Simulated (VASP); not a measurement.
# Si (Fd-3m) in VASP: further runs

The runs below take Si through single point, with LDA.

Program: VASP 6.6.1. These are calculated values, not measurements. Logs are shortened: lines on timing, memory, paths and dates and some standing lists are left out, and cuts for length are marked.

## Step 1: The cell of the first run

It takes space group Fd-3m (No. 227, cubic). Conventional cell: a = 5.427 Å, b = 5.427 Å, c = 5.427 Å, α = 90.00°, β = 90.00°, γ = 90.00°. Si (site symmetry -43m) has 4 Si at 2.35 Å as nearest neighbours.

## Step 2: Single point, LDA (atoms shaken by about 0.05 Å, then relaxed in the fixed cell)

INCAR reads:

```
SYSTEM = Si
PREC = Accurate
ENCUT = 520
EDIFF = 1E-6
ISMEAR = -1
SIGMA = 0.05
LREAL = .FALSE.
LASPH = .TRUE.
NELM = 100
ALGO = Fast
ISIF = 2
LWAVE = .FALSE.
LCHARG = .TRUE.
GGA = CA
LELF = .TRUE.
LVHAR = .TRUE.
NBANDS = 11
```

KPOINTS reads:

```
regular mesh
0
G
  7 7 7
  0 0 0
```

POSCAR reads:

```
Si
1.0
    0.0000000000      2.7135600000      2.7135600000
    2.7135600000      0.0000000000      2.7135600000
    2.7135600000      2.7135600000      0.0000000000
Si
2
Direct
    0.7467627854      0.7454595664      0.7464720557
    0.4967390846      0.4954549436      0.4965130543
```

Potentials or basis: VASP PAW LDA potentials, release 64 (Si).

Command:

```sh
> cat potpaw_LDA.64/Si/POTCAR > POTCAR
> mpirun -np 1 vasp_std > vasp.out
```

OUTCAR:

```text
SYSTEM = Si
   PREC = Accurate
   ENCUT = 520
   EDIFF = 1E-6
   ISMEAR = -1
   LREAL = .FALSE.
   LASPH = .TRUE.
   NELM = 100
   ISIF = 2
   GGA = CA

 ion  position               nearest neighbor table
   1  0.747  0.745  0.746-   2 2.35   2 2.35   2 2.35   2 2.35
   2  0.497  0.495  0.497-   1 2.35   1 2.35   1 2.35   1 2.35

  LATTYP: Found a face centered cubic cell.
 ALAT       =     5.4271200000

  Lattice vectors:

 A1 = (   0.0000000000,   2.7135600000,   2.7135600000)
 A2 = (   2.7135600000,   0.0000000000,   2.7135600000)
 A3 = (   2.7135600000,   2.7135600000,   0.0000000000)

Analysis of symmetry for initial positions (statically):
=====================================================================
 Subroutine PRICEL returns:
 Original cell was already a primitive cell.

 Routine SETGRP: Setting up the symmetry group for a
 face centered cubic supercell.

 Subroutine GETGRP returns: Found  4 space group operations
 (whereof  1 operations were pure point group operations)
 out of a pool of 48 trial point group operations.

The static configuration has the point symmetry C_1 .
 The point group associated with its full space group is C_2h.

Analysis of symmetry for dynamics (positions and initial velocities):
=====================================================================
 Subroutine PRICEL returns:
 Original cell was already a primitive cell.

 Routine SETGRP: Setting up the symmetry group for a
 face centered cubic supercell.

 Subroutine GETGRP returns: Found  4 space group operations
 (whereof  1 operations were pure point group operations)
 out of a pool of 48 trial point group operations.

The dynamic configuration has the point symmetry C_1 .
 The point group associated with its full space group is C_2h.

 Subroutine INISYM returns: Found  4 space group operations
 (whereof  1 operations are pure point group operations),
 and found     1 'primitive' translations

----------------------------------------------------------------------------------------

                                     Primitive cell

  volume of cell :      39.9621

  direct lattice vectors                    reciprocal lattice vectors
     0.000000000  2.713560000  2.713560000    -0.184259792  0.184259792  0.184259792
     2.713560000  0.000000000  2.713560000     0.184259792 -0.184259792  0.184259792
     2.713560000  2.713560000  0.000000000     0.184259792  0.184259792 -0.184259792

  length of vectors
     3.837553354  3.837553354  3.837553354     0.319147321  0.319147321  0.319147321

  position of ions in fractional coordinates (direct lattice)
     0.746762785  0.745459566  0.746472056
     0.496739085  0.495454944  0.496513054

  ion indices of the primitive-cell ions
   primitive index   ion index
                 1           1
                 2           2

----------------------------------------------------------------------------------------

 KPOINTS: regular mesh

Automatic generation of k-mesh.
 Grid dimensions read from file:
 generate k-points for:    7    7    7

 Generating k-lattice:

  Cartesian coordinates                     Fractional coordinates (reciprocal lattice)
    -0.026322827  0.026322827  0.026322827     0.142857143  0.000000000  0.000000000
     0.026322827 -0.026322827  0.026322827     0.000000000  0.142857143  0.000000000
     0.026322827  0.026322827 -0.026322827     0.000000000  0.000000000  0.142857143

  Length of vectors
     0.045592474  0.045592474  0.045592474

  Shift w.r.t. Gamma in fractional coordinates (k-lattice)
     0.000000000  0.000000000  0.000000000

 Subroutine IBZKPT returns following result:
 ===========================================

 Found    100 irreducible k-points:

 Following reciprocal coordinates:
            Coordinates               Weight
  0.000000  0.000000  0.000000      1.000000
  0.142857  0.000000  0.000000      2.000000
  0.000000  0.142857  0.000000      4.000000
  0.000000  0.000000  0.142857      2.000000
  0.285714  0.000000  0.000000      2.000000
  0.000000  0.285714  0.000000      4.000000
[... 16 lines left out ...]
  0.142857  0.142857 -0.285714      4.000000
  0.428571  0.285714  0.428571      4.000000
 [... further k-points ...]
   k-points           NKPTS =    100   k-points in BZ     NKDIM =    100   number of bands    NBANDS=     11
   number of dos      NEDOS =    301   number of ions     NIONS =      2
   total plane-waves  NPLWV =  27000
   dimension x,y,z NGX =    30 NGY =   30 NGZ =   30
   dimension x,y,z NGXF=    60 NGYF=   60 NGZF=   60
   ions per type =               2
   NGX,Y,Z   is equivalent  to a cutoff of  13.00, 13.00, 13.00 a.u.
   NGXF,Y,Z  is equivalent  to a cutoff of  25.99, 25.99, 25.99 a.u.
 SYSTEM =  Si
   PREC   = accura    normal or accurate (medium, high low for compatibility)
   ISTART =      0    job   : 0-new  1-cont  2-samecut
   ICHARG =      2    charge: 1-file 2-atom 10-const
   ISPIN  =      1    spin polarized calculation?
   LNONCOLLINEAR =      F non collinear calculations
   LSORBIT =      F    spin-orbit coupling
   LASPH  =      T    aspherical Exc in radial PAW
   ENCUT  =  520.0 eV  38.22 Ry    6.18 a.u.   7.14  7.14  7.14*2*pi/ulx,y,z
   NELM   =    100;   NELMIN=  2; NELMDL= -5     # of ELM steps
   EDIFF  = 0.1E-05   stopping-criterion for ELM
   LREAL  =      F    real-space projection
   EDIFFG = 0.1E-04   stopping-criterion for IOM
   NSW    =      0    number of steps for IOM
   IBRION =     -1    ionic relax: 0-MD 1-quasi-New 2-CG
   NFREE  =      0    steps in history (QN), initial steepest desc. (CG)
   ISIF   =      2    stress and relaxation
   ISYM   =      2    0-nonsym 1-usesym 2-fastsym
   POTIM  = 0.5000    time-step for ionic-motion
   TEBEG  =    0.0;   TEEND  =   0.0 temperature during run
   PSTRESS=    0.0 pullay stress
   NELECT =       8.0000    total number of electrons
   NUPDOWN=      -1.0000    fix difference up-down
   EMIN   =  10.00;   EMAX   =-10.00  energy-range for DOS
   EFERMI =   0.00;   METHOD = LEGACY
   ISMEAR =    -1;   SIGMA  =   0.05  broadening in eV -4-tet -1-fermi 0-gaus
   EFERMI_NEDOS =   21; number of points for ismear=-14 and -15
   IALGO  =     68    algorithm
   IMIX   =      4    mixing-type and parameters
     AMIX     =   0.40;   BMIX     =  1.00
     AMIX_MAG =   1.60;   BMIX_MAG =  1.00
  volume/ion in A,a.u.               =      19.98       134.84
  Fermi-wavevector in a.u.,A,eV,Ry     =   0.957684  1.809760 12.478691  0.917158
  Thomas-Fermi vector in A             =   2.086724
   LORBIT       =      0    0 simple, 1 ext, 2 COOP (PROOUT), +10 PAW based schemes
   GGA     = CA    functional components
   LHFCALC =     F    Hartree Fock is set to
   AEXX    =    0.0000 exact exchange contribution
   IVDW    =     0    specifies the selected vdW correction
   LEPSILON=     F    determine dielectric tensor
   LRPA    =     F    only Hartree local field effects (RPA)
 non-spin polarized calculation
 RMM-DIIS sequential band-by-band and
  energy-cutoff  :      520.00
  volume of cell :       39.96
 maximum number of plane-waves:      1087
 NGX is ok and might be reduce to    30
   NGX = 15   NGY = 15   NGZ = 15

 number of electron       8.0000000 magnetization

 Free energy of the ion-electron system (eV)
  ---------------------------------------------------
  ext. energy  EPLUGINS =         0.00000000
  ---------------------------------------------------
  free energy    TOTEN  =       -11.90749315 eV

  energy without entropy =      -11.90735721  energy(sigma->0) =      -11.90742518

 E-fermi :   6.0082     XC(G=0):  -9.6118

 val. band max:        5.7947914820   @ k =   0.0000   0.0000   0.0000
 cond. band min:       6.2573494826   @ k =   0.4286   0.4286   0.0000
 fundamental gap:      0.4625580006
 Fermi energy:         6.0082077782

 k-point     1 :       0.0000    0.0000    0.0000
  band No.  band energies     occupation
      1      -6.1778      2.00000
      2       5.7935      1.97305
      3       5.7939      1.97288
      4       5.7948      1.97238
      5       8.3167      0.00000
      6       8.3172      0.00000
      7       8.3174      0.00000
      8       9.0256      0.00000
      9      13.4767      0.00000
     10      13.5206      0.00000
     11      13.5206      0.00000

 k-point     2 :       0.1429    0.0000    0.0000
  band No.  band energies     occupation
      1      -5.9111      2.00000
      2       3.8464      2.00000
      3       5.4351      1.99998
      4       5.4359      1.99998
      5       8.1548      0.00000
      6       8.8389      0.00000
      7       8.8394      0.00000
      8      10.7055      0.00000
      9      12.9339      0.00000
     10      12.9340      0.00000
     11      14.4601      0.00000

 k-point     3 :       0.0000    0.1429    0.0000
  band No.  band energies     occupation
      1      -5.9111      2.00000
      2       3.8466      2.00000
      3       5.4349      1.99998
      4       5.4358      1.99998
      5       8.1547      0.00000
      6       8.8388      0.00000
      7       8.8395      0.00000
      8      10.7056      0.00000
      9      12.9340      0.00000
     10      12.9341      0.00000
     11      14.4601      0.00000
[... 267 lines left out ...]
 k-point    23 :       0.1429    0.1429   -0.2857
  band No.  band energies     occupation
      1      -4.1978      2.00000
      2      -0.1718      2.00000
      3       3.5308      2.00000
      4       4.0854      2.00000
      5       7.8494      0.00000
      6       9.5493      0.00000
      7      10.2791      0.00000
      8      11.4939      0.00000
      9      15.0932      0.00000
     10      16.0018      0.00000
     11      16.6004      0.00000

 k-point    24 :       0.4286    0.2857    0.4286
  band No.  band energies     occupation
      1      -4.1977      2.00000
      2      -0.1724      2.00000
      3       3.5310      2.00000
      4       4.0857      2.00000
      5       7.8496      0.00000
      6       9.5495      0.00000
      7      10.2794      0.00000
      8      11.4936      0.00000
      9      15.0934      0.00000
     10      16.0013      0.00000
     11      16.5998      0.00000

 [... further k-points ...]

------------------------ aborting loop because EDIFF is reached ----------------------------------------

  FORCE on cell =-STRESS in cart. coord.  units (eV):
  Direction    XX          YY          ZZ          XY          YZ          ZX
  --------------------------------------------------------------------------------------
  -------------------------------------------------------------------------------------
  Total       -0.3123651     -0.3123402     -0.3123651     -0.0008304      0.0008304      0.0004423
  in kB      -12.5234723    -12.5224771    -12.5234723     -0.0332923      0.0332942      0.0177349
  external PRESSURE =     -12.5231405 kB  Pullay stress =       0.0000000 kB

 VOLUME and BASIS-vectors are now :
 -----------------------------------------------------------------------------
  energy-cutoff  :      520.00
  volume of cell :       39.96
      direct lattice vectors                 reciprocal lattice vectors
     0.000000000  2.713560000  2.713560000    -0.184259792  0.184259792  0.184259792
     2.713560000  0.000000000  2.713560000     0.184259792 -0.184259792  0.184259792
     2.713560000  2.713560000  0.000000000     0.184259792  0.184259792 -0.184259792

 POSITION                                       TOTAL-FORCE (eV/Angst)
 -----------------------------------------------------------------------------------
      4.04845      4.05198      4.04923         0.001181      0.000652     -0.001181
      2.69176      2.69525      2.69238        -0.001181     -0.000652      0.001181
 -----------------------------------------------------------------------------------
    total drift:                               -0.000475     -0.000774     -0.000777

  FREE ENERGIE OF THE ION-ELECTRON SYSTEM (eV)
  ---------------------------------------------------
  free  energy   TOTEN  =       -11.9074931545 eV

  energy  without entropy=      -11.9073572090  energy(sigma->0) =      -11.90742518
```

Run time: 25 s. Hardware: 1 thread of Intel Xeon Platinum 8488C (Sapphire Rapids), shared host; peak memory 0.15 GiB.

What came out:

```
Free energy            : -11.9075 eV
Pressure               : -1.3 GPa
Band gap on the k mesh : 0.46 eV, indirect (least direct gap 2.52 eV)
```

Caveat: an odd mesh through Γ misses points on the zone boundary, where band edges often lie.

## Step 3: Single point, LDA

INCAR reads:

```
PREC     = Accurate       # precision mode
ENCUT    = 520            # plane-wave cutoff, eV
EDIFF    = 1E-6           # SCF threshold, eV
ISMEAR   = -1             # smearing method
SIGMA    = 0.05           # smearing width, eV
LREAL    = F              # projectors in reciprocal space
LASPH    = T              # aspherical terms in the spheres
NELM     = 100            # most SCF steps
ALGO     = Normal         # electronic algorithm
ISIF     = 2              # what is computed and relaxed
LWAVE    = F              # write WAVECAR
LCHARG   = T              # write CHGCAR
GGA      = CA             # functional
LELF     = T              # ELF
LVHAR    = T            
NBANDS   = 11             # bands
```

KPOINTS reads:

```
Automatic mesh
0
Gamma
  7 7 7
```

POSCAR reads:

```
Si
1.0
    0.0000000000      2.7135600000      2.7135600000
    2.7135600000      0.0000000000      2.7135600000
    2.7135600000      2.7135600000      0.0000000000
Si
2
Direct
    0.7467626871      0.7454607489      0.7464712498
    0.4967391829      0.4954537611      0.4965138602
```

Potentials or basis: VASP PAW LDA potentials, release 64 (Si).

Command:

```sh
> cat potpaw_LDA.64/Si/POTCAR > POTCAR
> mpirun -np 1 vasp_std > vasp.out
```

Wall time 21 s (1 thread of Intel Xeon Platinum 8488C (Sapphire Rapids), shared host); peak memory 0.16 GiB.

Results (log left out):

```yaml
Free_energy: -11.9075 eV
Pressure: -1.2 GPa
Band_gap_on_the_k_mesh: 0.46 eV, indirect (least direct gap 2.52 eV)
```

Levels at points of the mesh, in eV from the valence-band top:
```
           k point  band 1  band 2  band 3  band 4  band 5  band 6  band 7  band 8
(0.00, 0.00, 0.00)  -11.97    0.00    0.00    0.00    2.52    2.52    2.52    3.23
```

Caveat: an odd mesh through Γ misses points on the zone boundary, where band edges often lie.
